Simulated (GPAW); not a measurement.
# CoSi2: relaxation of cell and atoms with PBEsol+D4

The system is CoSi2.

```xyz
3
Lattice="0.0000 2.6780 2.6780 2.6780 0.0000 2.6780 2.6780 2.6780 0.0000" Properties=species:S:1:pos:R:3 pbc="T T T"
Co    0.0000    0.0000    0.0000
Si    4.0170    4.0170    4.0170
Si    1.3390    1.3390    1.3390
```

```
Program             : GPAW 26.7.0
Task                : relaxation of cell and atoms
Functional          : PBEsol
Dispersion          : D4
Potentials or basis : PAW data sets generated in the run's folder for this functional
Cutoff              : 600 eV
Basis               : pw
k mesh              : 9 × 9 × 9
Occupations         : fermi-dirac, width 0.05 eV
Spin                : collinear spin, ferromagnetic start
Starting moments    : [2.0, 0.0, 0.0] μB
Maxiter             : 150
Optimizer           : BFGS
Fmax                : 0.02 eV/Å
Max steps           : 60
Convergence         : density=1e-05 forces=0.0001
```

```yaml
Relaxed_volume: 12.37 Å³/atom
Relaxed_cell: a = 3.744 Å, b = 3.744 Å, c = 3.744 Å, α = 60.00°, β = 60.00°, γ = 60.00°
Space_group_after_relaxing_to_0.05_Å: Fm-3m (No. 225)
Energy_gained_by_relaxing: 7.8 meV/atom
Ionic_steps: 4
Pressure_after_relaxing: 0.0 GPa
Band_gap_on_the_k_mesh: none (metal or under the smearing width)
Net_moment: 0.00 μB per cell
Dispersion_energy_per_atom: -0.271 eV
```

The path:
```
step  energy change (eV)  largest force (eV/Å)  pressure (GPa)  volume (Å³)
   1              0.0000                0.0000           -6.51        38.41
   2             -0.0095                0.0000           -5.20        38.13
   3             -0.0233                0.0000            0.27        37.06
   4             -0.0234                0.0000           -0.01        37.11
```

Final structure:
```yaml
crystal:
  lattice:
    - [0.00000, 2.64739, 2.64739]
    - [2.64739, 0.00000, 2.64739]
    - [2.64739, 2.64739, 0.00000]
  atoms:
    - { symbol: Co, position: [0.00000, 0.00000, 0.00000] }
    - { symbol: Si, position: [0.75000, 0.75000, 0.75000] }
    - { symbol: Si, position: [0.25000, 0.25000, 0.25000] }
```

Levels at points of the mesh, in eV from the Fermi level:
Spin up:
| k point | band 6 | band 7 | band 8 | band 9 | band 10 | band 11 | band 12 | band 13 |
| --- | --- | --- | --- | --- | --- | --- | --- | --- |
| (0.00, 0.00, 0.00) | -1.98 | 1.16 | 3.44 | 3.44 | 3.44 | 3.64 | 3.64 | 3.64 |
Spin down:
```
           k point  band 5  band 6  band 7  band 8  band 9  band 10  band 11  band 12  band 13  band 14
(0.00, 0.00, 0.00)   -1.98   -1.98    1.16    3.44    3.44     3.44     3.64     3.64     3.64     5.85
```

Wall time 5.6 min on 1 thread of Arm Neoverse V2, on a shared host, peak memory 0.34 GiB.

Caveat: each step starts from the last one's moments, so a moment once lost doesn't come back; the starting moments collapsed, and a magnetic state may lie lower; later steps reuse the first step's grids; pairwise dispersion overbinds metals, which lowers pressure and volume.
